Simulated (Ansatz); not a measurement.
The system is Sr.

```
Sr
1.0
     0.00000    3.04235    3.04235
     3.04235    0.00000    3.04235
     3.04235    3.04235    0.00000
Sr
1
Cartesian
  0.0000 0.0000 0.0000
```

Program: Ansatz 0.2.0. Alike in all runs: cell as given; k mesh 8 × 8 × 8. Hardware: 2 threads of Arm Neoverse V1, with other jobs on the host.

Problem. Order these runs on this cell by their wall time, lowest first.
A. task electric field gradients; level LDA; potentials or basis Ansatz PAW earlier set; spin off; cutoff (eV) 350; smearing gaussian 0.1 eV; driver chain
B. task electric field gradients; level LDA; potentials or basis Ansatz PAW earlier set; spin off; cutoff (eV) 350; smearing gaussian 0.1 eV
C. task single point; level r2SCAN+rVV10; potentials or basis as the typed override names; spin non-collinear, program default start, SOC; cutoff (eV) 500; smearing methfessel-paxton 0.01 eV; driver calculator; other keys hamiltonian.pseudopotentials = kind paw_fr; …

Solution. B (0.5 s), A (1.3 s), C (11 s).
